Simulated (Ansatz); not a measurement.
BaTe:

```xyz
2
Lattice="4.2625 0.0000 0.0000 0.0000 4.2625 0.0000 0.0000 0.0000 4.2625" Properties=species:S:1:pos:R:3 pbc="T T T"
Ba    0.0000    0.0000    0.0000
Te    2.1312    2.1312    2.1312
```

The cell comes from a database or a generator and needn't be the stable form of this composition.

```yaml
Program: Ansatz 0.2.0
Task: single point
Functional: PBE
Potentials_or_basis: Ansatz PAW
Cutoff: "420 eV (not typed: the program's choice for these potentials)"
k_mesh: 6 × 6 × 6
Occupations: fermi-dirac, width 0.05 eV
Spin: no spin polarisation
```

On this cell: pressure -0.4 GPa; largest force zero by symmetry; band gap on the k mesh 0.88 eV, indirect (least direct gap 1.08 eV).

The same run follows on a disturbed copy (atoms moved at random, drawn with an rms of 0.05 Å):

```xyz
2
Lattice="4.2625 0.0000 0.0000 0.0000 4.2625 0.0000 0.0000 0.0000 4.2625" Properties=species:S:1:pos:R:3 pbc="T T T"
Ba   -0.0110   -0.0273    0.0331
Te    2.1769    2.1609    2.1486
```

**Question.** What changes?

**Answer.** The energy moves by +1.4 meV/atom; pressure -0.3 GPa; largest force 0.070 eV/Å; band gap on the k mesh 0.90 eV, indirect (least direct gap 1.09 eV).

Forces on the atoms (eV/Å):
```
Ba   0.048  0.049 -0.014
Te  -0.048 -0.049  0.014
```

Caveats: spin-orbit coupling is left out, which moves the levels of the heavy elements.

A k mesh can miss the band edges.
